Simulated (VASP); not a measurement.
Write the native input for VASP 6.6.1 that does the following.

```yaml
Task: relaxation of cell and atoms
Functional: PBE
Potentials_or_basis: VASP PAW PBE potentials, release 64 (Rh_pv)
Cutoff: 600 eV
k_mesh: 6 × 6 × 6
Occupations: gaussian, width 0.1 eV
Spin: no spin polarisation
Dipole_correction: no
Further_INCAR_settings: ALGO = Normal; EDIFF = 1e-06; IBRION = 2; EDIFFG = -0.04; NSW = 90; ISIF = 3
```

The structure of Rh lies in POSCAR:

```
Rh
1.0
    3.0526865325      0.0000000000      0.0000000000
    0.2371866535      3.7077766910      0.0000000000
    0.2718632356     -0.9498782943      3.0895466231
Rh
2
Direct
    0.7500019103      0.2705651796      0.4075388239
    0.1800781246      0.6965315549      0.9949801347
```

The cell was built by a generator and needn't be a form met in nature.

The cell isn't the ideal one: random cell without symmetry.

These files were run (other wordings do the same):

INCAR

```
SYSTEM = Rh
PREC = Accurate
ENCUT = 600
EDIFF = 1E-6
ISMEAR = 0
SIGMA = 0.1
LREAL = .False.
LASPH = .True.
NELM = 100
ALGO = Normal
ISIF = 3
LWAVE = .False.
LCHARG = .False.
GGA = PE
IBRION = 2
NSW = 90
EDIFFG = -0.04
```

KPOINTS

```
regular mesh
0
Gamma
  6 6 6
  0 0 0
```

Potentials or basis: VASP PAW PBE potentials, release 64 (Rh_pv).

Run with:

```bash
$ cat potpaw_PBE.64/Rh_pv/POTCAR > POTCAR
$ mpirun -np 1 vasp_std > vasp.out
```

Results of the run:

```
Relaxed volume                         : 14.07 Å³/atom
Relaxed cell                           : a = 2.725 Å, b = 3.786 Å, c = 2.727 Å, α = 90.09°, β = 89.92°, γ = 89.92°
Space group after relaxing (to 0.05 Å) : I4/mmm (No. 139)
Energy gained by relaxing              : 734.7 meV/atom
Ionic steps                            : 17
Pressure after relaxing                : -0.3 GPa
Largest force after relaxing           : 0.027 eV/Å
Band gap on the k mesh                 : none (metal or under the smearing width)
```

Caveat: the volume moved by over 15 % at a fixed basis, so the end points are rough.

Run time: 7.6 min on 1 thread of Intel(R) Xeon(R) Platinum 8259CL CPU @ 2.50GHz (Skylake/Cascade Lake), on a shared host, peak memory 0.22 GiB.
